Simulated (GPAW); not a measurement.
Crystal: Si.

```
CELL_PARAMETERS angstrom
4.12095 0.00000 0.00000
-2.06047 3.56885 0.00000
0.00000 0.00000 2.65479
ATOMIC_POSITIONS crystal
Si 0.33333 0.66667 0.50000
Si 0.66666 0.33334 0.50000
```

The cell was built by a generator and needn't be a form met in nature.

| Item | Value |
| --- | --- |
| Program | GPAW 26.7.0 |
| Task | relaxation of cell and atoms |
| Functional | PBEsol |
| Potentials or basis | PAW data sets generated in the run's folder for this functional |
| Cutoff | 600 eV |
| Basis | pw |
| k mesh | 8 × 8 × 10 |
| Occupations | fermi-dirac, width 0.05 eV |
| Spin | no spin polarisation |

At the start: pressure -1.6 GPa; volume 19.52 Å³/atom.

How do energy, volume and symmetry change on relaxing?

Over 3 steps the energy falls by 2.1 meV/atom and the volume is 19.14 Å³/atom (-2.0 %); space group P6/mmm (No. 191, to 0.05 Å).

Step by step:
| step | energy change (eV) | largest force (eV/Å) | pressure (GPa) | volume (Å³) |
| --- | --- | --- | --- | --- |
| 1 | 0.0000 | 0.0000 | -1.62 | 39.04 |
| 2 | -0.0016 | 0.0000 | -1.28 | 38.88 |
| 3 | -0.0042 | 0.0000 | 0.04 | 38.27 |

Final structure:
```cif
data_structure
_symmetry_space_group_name_H-M 'P 1'
_symmetry_Int_Tables_number 1
_cell_length_a 4.1000
_cell_length_b 4.1000
_cell_length_c 2.6291
_cell_angle_alpha 90.000
_cell_angle_beta 90.000
_cell_angle_gamma 120.000
_cell_volume 38.27
loop_
_atom_site_label
_atom_site_type_symbol
_atom_site_fract_x
_atom_site_fract_y
_atom_site_fract_z
_atom_site_occupancy
Si1 Si 0.33333 0.66667 0.50000 1
Si2 Si 0.66666 0.33334 0.50000 1
```

Caveat: later steps reuse the first step's grids.
